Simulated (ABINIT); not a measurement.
# PbS (Galena) (Fm-3m) in ABINIT: settings compared, part 2 of 3

ABINIT 10.8.3 (patched build). The steps go on from the part before.

## Step 4: Band structure, OLYP

Input file run.abi:

```
# Datasets: ground state, then fixed potential
ndtset 2

# Pseudopotentials
pp_dirpath "./"
pseudos "Pb.GGA_PBE-JTH.xml, S.GGA_PBE-JTH.xml"

# Structure
acell 3*1.0
rprim
     0.0000000000     5.6044552541     5.6044552541
     5.6044552541     0.0000000000     5.6044552541
     5.6044552541     5.6044552541     0.0000000000
ntypat 2
znucl 82 16
natom 2
typat 1 2
xcart
     0.0000000000     0.0000000000     0.0000000000
     5.6044552541     5.6044552541     5.6044552541

# Plane-wave basis
ecut 20.0
pawecutdg 40.0

# Exchange and correlation
ixc -110131

# Bands and occupations
occopt 3
tsmear 0.00183747

# SCF cycle
nstep 100

# Output
iomode 3
prtwf 0
prteig 0
prtebands 0
enunit 1
prtden1 1

# Dataset 1
kptopt1 1
ngkpt1 8 8 8
nshiftk1 1
shiftk1 0.0 0.0 0.0
nband1 14
tolvrs1 1.0e-9

# Dataset 2: bands along G-X-W-K-G-L-U-W-L-K
iscf2 -2
getden2 1
nband2 18
nbdbuf2 2
tolwfr2 1.0e-12
kptopt2 -9
ndivsm2 5
prteig2 1
prtvol2 -3
kptbounds2
     0.0000000000     0.0000000000     0.0000000000
     0.5000000000     0.0000000000     0.5000000000
     0.5000000000     0.2500000000     0.7500000000
     0.3750000000     0.3750000000     0.7500000000
     0.0000000000     0.0000000000     0.0000000000
     0.5000000000     0.5000000000     0.5000000000
     0.6250000000     0.2500000000     0.6250000000
     0.5000000000     0.2500000000     0.7500000000
     0.5000000000     0.5000000000     0.5000000000
     0.3750000000     0.3750000000     0.7500000000
```

Potentials or basis: JTH PAW PBE v2.0.

The run is started by

```console
abinit run.abi > log 2>&1
```

run.abo:

```text
.Version 10.8.3 of ABINIT
 DATASET    1 : space group Fm -3 m (#225); Bravais cF (face-center cubic)
================================================================================
 Values of the parameters that define the memory need for DATASET  1.
     intxc =       0    ionmov =       0      iscf =      17    lmnmax =      18
     lnmax =       6     mgfft =      32  mpssoang =       3    mqgrid =    3001
     natom =       2  nloc_mem =       2    nspden =       1   nspinor =       1
    nsppol =       1      nsym =      48    n1xccc =       1    ntypat =       2
    occopt =       3   xclevel =       2
       mpw =        1540          nfft =       32768          nkpt =          29
 PAW method is used; the additional fine FFT grid is defined by:
   mgfftf=        48    nfftf =    110592
================================================================================
================================================================================

 DATASET    2 : space group Fm -3 m (#225); Bravais cF (face-center cubic)
================================================================================
 Values of the parameters that define the memory need for DATASET  2.
     intxc =       0    ionmov =       0      iscf =      -2    lmnmax =      18
     lnmax =       6     mgfft =      32  mpssoang =       3    mqgrid =    3001
     natom =       2  nloc_mem =       2    nspden =       1   nspinor =       1
    nsppol =       1      nsym =      48    n1xccc =       1    ntypat =       2
    occopt =       3   xclevel =       2
       mpw =        1540          nfft =       32768          nkpt =          87
 PAW method is used; the additional fine FFT grid is defined by:
   mgfftf=        48    nfftf =    110592
================================================================================
================================================================================

--------------------------------------------------------------------------------
------------- Echo of variables that govern the present computation ------------
--------------------------------------------------------------------------------
 -outvars: echo values of preprocessed input variables --------
            acell      1.0000000000E+00  1.0000000000E+00  1.0000000000E+00 Bohr
              amu      2.07200000E+02  3.20660000E+01
             ecut      2.00000000E+01 Hartree
           enunit           1
           getden1          0
           getden2          1
             iscf1         17
             iscf2         -2
              ixc     -110131
           jdtset        1    2
           kptopt1          1
           kptopt2         -9
         kptrlatt        8    0    0      0    8    0      0    0    8
          kptrlen1     6.34071730E+01
          kptrlen2     3.00000000E+01
            natom           2
            nband1         14
            nband2         18
           nbdbuf1          0
           nbdbuf2          2
           ndtset           2
           ndivsm1          0
           ndivsm2          5
            ngfft          32      32      32
          ngfftdg          48      48      48
             nkpt1         29
             nkpt2         87
            nstep         100
             nsym          48
           ntypat           2
           occopt           3
        pawecutdg      4.00000000E+01 Hartree
         pawxcdev           0
        prtebands           0
           prteig1          0
           prteig2          1
           prtvol1          0
           prtvol2         -3
            prtwf           0
            rprim      0.0000000000E+00  5.6044552541E+00  5.6044552541E+00
[... 857 lines left out ...]
 -6.4297E-02  6.7171E-02  1.3029E-01  1.5057E-01  3.5322E-01  3.7803E-01
  4.2043E-01  4.8363E-01  6.0508E-01  6.2972E-01  6.8988E-01  7.1624E-01
 Non-SCF case, kpt   87 (  0.37500  0.37500  0.75000), residuals and eigenvalues=
  7.44E-13  1.96E-13  8.75E-13  6.55E-13  7.27E-13  3.90E-13  5.60E-13  4.81E-13
  8.46E-13  6.34E-13  6.83E-13  9.66E-14  4.34E-13  1.86E-13  8.68E-13  8.59E-13
  9.01E-09  4.28E-07
 -4.0690E-01 -4.0455E-01 -4.0312E-01 -4.0305E-01 -4.0277E-01 -2.0619E-01
 -6.0107E-02  6.1763E-02  1.2610E-01  1.4362E-01  3.6241E-01  3.8775E-01
  4.2568E-01  4.7233E-01  6.1280E-01  6.4021E-01  6.9583E-01  7.0642E-01

--- !ResultsGS
iteration_state: {dtset: 2, }
comment   : Summary of ground state results
lattice_vectors:
- [  0.0000000,   5.6044553,   5.6044553, ]
- [  5.6044553,   0.0000000,   5.6044553, ]
- [  5.6044553,   5.6044553,   0.0000000, ]
lattice_lengths: [   7.92590,    7.92590,    7.92590, ]
lattice_angles: [ 60.000,  60.000,  60.000, ] # degrees, (23, 13, 12)
lattice_volume:   3.5207097E+02
convergence: {deltae:  0.000E+00, res2:  0.000E+00, residm:  9.965E-13, diffor:  0.000E+00, }
etotal    :  -7.17365954E+01
entropy   :   0.00000000E+00
fermie    :   2.44860593E-01
cartesian_stress_tensor: null
pressure_GPa: null
xred      :
- [  0.0000E+00,   0.0000E+00,   0.0000E+00, Pb]
- [  5.0000E-01,   5.0000E-01,   5.0000E-01,  S]
cartesian_forces: null
force_length_stats: {min: null, max: null, mean: null, }
...

 Integrated electronic density in atomic spheres:
 ------------------------------------------------
 Atom  Sphere_radius  Integrated_density
    1        2.40264         11.33663377
    2        1.90380          3.53901797

================================================================================

 ----iterations are completed or convergence reached----

 Mean square residual over all n,k,spin=   49.748E-14; max=  99.646E-14
 reduced coordinates (array xred) for    2 atoms
       0.000000000000      0.000000000000      0.000000000000
       0.500000000000      0.500000000000      0.500000000000

 cartesian coordinates (angstrom) at end:
    1      0.00000000000000     0.00000000000000     0.00000000000000
    2      2.96574999798330     2.96574999798330     2.96574999798330
 length scales=  1.000000000000  1.000000000000  1.000000000000 bohr
              =  0.529177210544  0.529177210544  0.529177210544 angstroms
 Eigenvalues (   eV  ) for nkpt=  87  k points:
 kpt#   1, nband= 18, wtk=  1.00000, kpt=  0.0000  0.0000  0.0000 (reduced coord)
 -11.00673  -11.00673  -11.00673  -10.97590  -10.97590   -7.22091    0.31682    4.15732
   4.15732    4.15732   11.66579   11.66579   11.66579   13.25095   13.25095   13.25095
  15.45390   15.70680
 kpt#   2, nband= 18, wtk=  1.00000, kpt=  0.0357  0.0000  0.0357 (reduced coord)
 -11.00700  -11.00611  -11.00611  -10.97668  -10.97563   -7.20643    0.26286    4.14104
   4.14104    4.24102   11.37455   11.61486   11.61486   13.15680   13.36776   13.36776
  15.46807   15.64817
 kpt#   3, nband= 18, wtk=  1.00000, kpt=  0.0714  0.0000  0.0714 (reduced coord)
 -11.00778  -11.00417  -11.00417  -10.97911  -10.97476   -7.16305    0.11727    4.09312
   4.09312    4.46936   10.70346   11.50267   11.50267   12.92117   13.67643   13.67643
  15.51060   15.85305
 kpt#   4, nband= 18, wtk=  1.00000, kpt=  0.1071  0.0000  0.1071 (reduced coord)
 -11.00906  -11.00117  -11.00117  -10.98365  -10.97338   -7.09107   -0.08411    4.01624
   4.01624    4.78262    9.92691   11.39126   11.39126   12.62117   14.10920   14.10920
  15.58012   15.97257
 kpt#   5, nband= 18, wtk=  1.00000, kpt=  0.1429  0.0000  0.1429 (reduced coord)
[... 317 lines left out ...]
   3.83091    4.56933    8.93617    9.68786   10.91337   13.87871   16.25178   16.41300
  18.49533   19.73542
 kpt#  85, nband= 18, wtk=  1.00000, kpt=  0.4028  0.4028  0.6944 (reduced coord)
 -11.05606  -10.99996  -10.97950  -10.97394  -10.96081   -5.68259   -1.87958    2.08544
   3.67993    4.31734    9.29946    9.99530   11.21684   13.50823   16.32486   16.75348
  18.67529   19.66738
 kpt#  86, nband= 18, wtk=  1.00000, kpt=  0.3889  0.3889  0.7222 (reduced coord)
 -11.06505  -11.00412  -10.97367  -10.97074  -10.96089   -5.63603   -1.74962    1.82782
   3.54532    4.09711    9.61154   10.28663   11.44046   13.16014   16.46502   17.13558
  18.77248   19.48978
 kpt#  87, nband= 18, wtk=  1.00000, kpt=  0.3750  0.3750  0.7500 (reduced coord)
 -11.07239  -11.00828  -10.96951  -10.96764  -10.96005   -5.61071   -1.63558    1.68067
   3.43146    3.90808    9.86177   10.55130   11.58344   12.85286   16.67507   17.42113
  18.93462   19.22256

== END DATASET(S) ==============================================================
================================================================================

 -outvars: echo values of variables after computation  --------
            acell      1.0000000000E+00  1.0000000000E+00  1.0000000000E+00 Bohr
           etotal1    -7.1736595386E+01
            fcart1    -0.0000000000E+00 -0.0000000000E+00 -0.0000000000E+00
                      -0.0000000000E+00 -0.0000000000E+00 -0.0000000000E+00
            rprim      0.0000000000E+00  5.6044552541E+00  5.6044552541E+00
                       5.6044552541E+00  0.0000000000E+00  5.6044552541E+00
                       5.6044552541E+00  5.6044552541E+00  0.0000000000E+00
           strten1    -1.1625537111E-04 -1.1625537111E-04 -1.1625537111E-04
                       0.0000000000E+00  0.0000000000E+00  0.0000000000E+00
           xangst      0.0000000000E+00  0.0000000000E+00  0.0000000000E+00
                       2.9657499980E+00  2.9657499980E+00  2.9657499980E+00
             xred      0.0000000000E+00  0.0000000000E+00  0.0000000000E+00
                       5.0000000000E-01  5.0000000000E-01  5.0000000000E-01
 Calculation completed.
```

Run time: 86 s. Hardware: 1 thread of Arm Neoverse V1, shared host; peak memory 0.14 GiB.

What came out:

```
Free energy                                           : -1952.0522 eV
Band gap on the k mesh                                : 0.68 eV, direct
Valence electrons inside the program's atomic spheres : Pb 11.34; S 3.54
```

Levels at the corners of the path, in eV from the valence-band top:
```
point  band 8  band 9  band 10  band 11  band 12  band 13
    Γ   -2.17   -2.17    -2.17     5.34     5.34     5.34
    X   -5.04   -3.38    -3.38     4.28     5.78     5.81
    W   -4.31   -4.31    -1.04     2.35     4.90     4.90
    K   -4.64   -2.89    -2.41     3.54     4.23     5.26
    Γ   -2.17   -2.17    -2.17     5.34     5.34     5.34
    L   -1.77   -1.77     0.00     0.68     2.10     2.10
    U   -4.64   -2.89    -2.41     3.54     4.23     5.26
    W   -4.31   -4.31    -1.04     2.35     4.90     4.90
    L   -1.77   -1.77     0.00     0.68     2.10     2.10
    K   -4.64   -2.89    -2.41     3.54     4.23     5.26
```

Caveat: the cutoff is too short for stress, so the log's stress isn't used; the PAW data sets were made with another functional, which shifts forces and pressure a little; spin-orbit coupling is left out, which as a rule narrows the gap of such compounds by several tenths of an eV. A k mesh can miss the band edges.

## Step 5: Band structure, LDA

Input file run.abi:

```
ndtset 2

pp_dirpath "./"
pseudos "Pb.LDA_PW-JTH.xml, S.LDA_PW-JTH.xml"

acell 4.1942038726 4.1942038726 4.1942038726 Angstrom
rprim
     0.0000000000     0.7071067812     0.7071067812
     0.7071067812     0.0000000000     0.7071067812
     0.7071067812     0.7071067812     0.0000000000
ntypat 2
znucl 82 16
natom 2
typat 1 2
xred
     0.0000000000     0.0000000000     0.0000000000
     0.5000000000     0.5000000000     0.5000000000

ecut 20.0
pawecutdg 40.0

ixc 7

occopt 3
tsmear 0.00183747

nstep 100

iomode 3
prtwf 0
prteig 0
prtebands 0
prtden1 1

kptopt1 1
ngkpt1 8 8 8
nshiftk1 1
shiftk1 0.0 0.0 0.0
nband1 14
tolvrs1 1.0e-9

iscf2 -2
getden2 1
nband2 18
nbdbuf2 2
tolwfr2 1.0e-12
kptopt2 -9
ndivsm2 6
prteig2 1
kptbounds2
     0.0000000000     0.0000000000     0.0000000000
     0.5000000000     0.0000000000     0.5000000000
     0.5000000000     0.2500000000     0.7500000000
     0.3750000000     0.3750000000     0.7500000000
     0.0000000000     0.0000000000     0.0000000000
     0.5000000000     0.5000000000     0.5000000000
     0.6250000000     0.2500000000     0.6250000000
     0.5000000000     0.2500000000     0.7500000000
     0.5000000000     0.5000000000     0.5000000000
     0.3750000000     0.3750000000     0.7500000000
```

Potentials or basis: JTH PAW LDA v2.0.

The run is started by

```console
abinit run.abi > log 2>&1
```

Wall time 91 s (1 thread of Arm Neoverse V1, shared host); peak memory 0.13 GiB.

It converged, with:

- Free energy: -1953.8939 eV
- Band gap on the k mesh: 0.23 eV, direct
- Valence electrons inside the program's atomic spheres: Pb 11.32; S 3.48

Levels at the corners of the path, in eV from the valence-band top:
| point | band 8 | band 9 | band 10 | band 11 | band 12 | band 13 |
| --- | --- | --- | --- | --- | --- | --- |
| Γ | -2.13 | -2.13 | -2.13 | 5.08 | 5.08 | 5.08 |
| X | -5.22 | -3.43 | -3.43 | 3.79 | 5.49 | 5.58 |
| W | -4.44 | -4.44 | -0.98 | 2.07 | 4.59 | 4.59 |
| K | -4.80 | -2.92 | -2.50 | 3.25 | 4.05 | 4.97 |
| Γ | -2.13 | -2.13 | -2.13 | 5.08 | 5.08 | 5.08 |
| L | -1.71 | -1.71 | 0.00 | 0.23 | 1.85 | 1.85 |
| U | -4.80 | -2.92 | -2.50 | 3.25 | 4.05 | 4.97 |
| W | -4.44 | -4.44 | -0.98 | 2.07 | 4.59 | 4.59 |
| L | -1.71 | -1.71 | 0.00 | 0.23 | 1.85 | 1.85 |
| K | -4.80 | -2.92 | -2.50 | 3.25 | 4.05 | 4.97 |

Caveat: the cutoff is too short for stress, so the log's stress isn't used; spin-orbit coupling is left out, which as a rule narrows the gap of such compounds by several tenths of an eV.

[end of part 2 of 3]
